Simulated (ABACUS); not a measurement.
Crystal: Te2Pt (Moncheite).

```
Pt Te
1.0
     4.01000    0.00000    0.00000
    -2.00500    3.47276    0.00000
     0.00000    0.00000    5.20100
Pt Te
1 2
Direct
  0.00000 0.00000 0.00000
  0.66667 0.33333 0.75000
  0.33333 0.66667 0.25000
```

Base run:

* Program: ABACUS 3.10.1
* Functional: PBE
* Potentials or basis: SG15 ONCV 1.2 PBE
* Cutoff: 1143 eV
* Density cutoff: 4572 eV
* Basis: plane waves
* k mesh: 6 × 6 × 4
* Occupations: fermi-dirac, width 0.05 eV
* Spin: no spin polarisation

Its results: band gap on the k mesh none (metal or under the smearing width); pressure 9.2 GPa; largest force 1.118 eV/Å.

Q: The run is repeated on the same cell with these changes: potentials or basis from SG15 ONCV 1.2 PBE to GBRV ultrasoft 1.5 PBE; cutoff from 1143 eV to 544 eV; density cutoff from 4572 eV to 4354 eV; radial cutoff of the potentials (pseudo_rcut) from 7 bohr to 10 bohr; valence electrons from 50 to 28. What comes out?

A: Band gap on the k mesh none (metal or under the smearing width); pressure 9.6 GPa; largest force 1.249 eV/Å.

Caveats: forces of over 1 eV/Å show positions far from the minimum, so gaps and moduli don't describe the material at rest.
